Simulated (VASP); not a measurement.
A run of VASP 6.6.1 is set up as follows.

File INCAR:

```
ALGO = Normal
EDIFF = 1E-7
EDIFFG = -0.005
ENCUT = 600
GGA = RP
IBRION = 2
ISIF = 3
ISMEAR = 0
LASPH = T
LCHARG = F
LREAL = F
LWAVE = F
NELM = 60
NSW = 90
PREC = Accurate
SIGMA = 0.02
```

KPOINTS

```
k-points
0
Gamma
  8 8 8
```

The input POSCAR:

```
ZnSe
1.0
    0.0000000000      2.8324425400      2.8324425400
    2.8324425400      0.0000000000      2.8324425400
    2.8324425400      2.8324425400      0.0000000000
Zn Se
1 1
Direct
    0.0000000000      0.0000000000      0.0000000000
    0.2500000000      0.2500000000      0.2500000000
```

Potentials or basis: VASP PAW PBE potentials, release 64 (Zn, Se).

The run is started by

```console
$ cat potpaw_PBE.64/Zn/POTCAR potpaw_PBE.64/Se/POTCAR > POTCAR
$ mpirun -np 1 vasp_std > vasp.out
```

(1) Predict the band gap on the k mesh.

(2) What does it give for the space group after relaxing (to 0.05 Å)?

(3) Estimate the relaxed cell.

Answers

(1) 1.16 eV, direct.

(2) F-43m (No. 216).

(3) a = 4.111 Å, b = 4.111 Å, c = 4.111 Å, α = 60.00°, β = 60.00°, γ = 60.00°.
